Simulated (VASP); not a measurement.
# Stiffness of cubic GaP

The cell as given, ahead of any relaxation:

It takes space group F-43m (No. 216, cubic). Conventional cell: a = 5.451 Å, b = 5.451 Å, c = 5.451 Å, α = 90.00°, β = 90.00°, γ = 90.00°. Ga (site symmetry -43m) has 4 P at 2.36 Å as nearest neighbours. P (site symmetry -43m) is surrounded by 4 Ga at 2.36 Å.

Constants in GPa on the cubic axes, for the cell relaxed at the run's level, with the atoms relaxed in the strained cells where symmetry lets them move; no spin polarisation, no spin-orbit coupling. Meshes are those of the run's cell of 2 atoms. Occupations: gaussian 0.03 eV (run 1). Space group F-43m.

| run | level | program and potentials | k mesh | cell | C11 | C12 | C44 |
| --- | --- | --- | --- | --- | --- | --- | --- |
| 1 | r2SCAN | VASP, PBE PAW files Ga_d, P, 600 eV (made for PBE) | 8 × 8 × 8 | relaxed, 20.23 Å³ an atom | 143.9 | 61.6 | 74.9 |

Question: Work out the bulk, shear and Young's moduli of a random polycrystal, Poisson's ratio and the anisotropy, and test the cell's stability.

Answer: From the values as printed: B = (C11 + 2 C12)/3 = 89.0 GPa. Voigt: G_V = (C11 - C12 + 3 C44)/5 = 61.4; Reuss: G_R = 5 C44 (C11 - C12)/[4 C44 + 3 (C11 - C12)] = 56.4; Hill's mean, from the unrounded bounds, G = 58.9 GPa. Young's modulus E = 9BG/(3B + G) = 144.8 GPa, Poisson's ratio ν = (3B - 2G)/[2(3B + G)] = 0.229. Zener's ratio 2 C44/(C11 - C12) = 1.82, so the crystal is stiffest along ⟨111⟩ and softest along ⟨100⟩. C11 > |C12|, C11 + 2 C12 > 0 and C44 > 0 hold, so the cell is stable against small uniform strains, which says nothing of soft phonons.
